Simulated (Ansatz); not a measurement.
Runs of Ansatz 0.2.0 on MgO. Symmetry: Fm-3m, No. 225, cubic system. Conventional cell: a = 4.194 Å, b = 4.194 Å, c = 4.194 Å, α = 90.00°, β = 90.00°, γ = 90.00°. Mg (site symmetry m-3m) is surrounded by 6 O at 2.10 Å. O (site symmetry m-3m) has 6 Mg at 2.10 Å as nearest neighbours. The cell is a database's computed one.

| task | level | cell | smearing | gap on the mesh (eV) | pressure (GPa) | relaxed volume (Å³/atom) |
| --- | --- | --- | --- | --- | --- | --- |
| single point | PBE | as given | gaussian 0.015 eV | 4.87 | 6.9 | - |
| relaxation of cell and atoms | RPBE | relaxed | fermi-dirac 0.05 eV | 4.29 | 0.0 | 9.93 |
| relaxation of cell and atoms | revPBE | relaxed | fermi-dirac 0.05 eV | (a) | 0.0 | 9.86 |
| single point | PBE | as given | gaussian 0.021 eV | 4.87 | 6.9 | - |
| single point | PBE | as given | gaussian 0.022 eV | 4.87 | 6.9 | - |
| single point | PBE | as given | gaussian 0.017 eV | 4.87 | 6.9 | - |
| single point | PBE | as given | gaussian 0.028 eV | 4.87 | 6.9 | - |
| single point | PBE | as given | gaussian 0.027 eV | 4.87 | 6.9 | - |

Alike in all rows: potentials or basis Ansatz PAW; no spin polarisation; k mesh 11 × 11 × 11; cutoff (eV) 420.

Problem. Estimate the missing entries.

Solution. (a) 4.33.

Caveats: odd divisions of the mesh miss points on the zone boundary, where band edges often lie, so the gap on the mesh can be too wide; the plane-wave basis is chosen anew once the cell has moved, so the energies of steps on either side of that aren't comparable (some runs); the PAW data sets come from PBE, with cores solved anew for the run's functional, which leaves a small shift of forces and pressure (some runs).

A k mesh can miss the band edges.
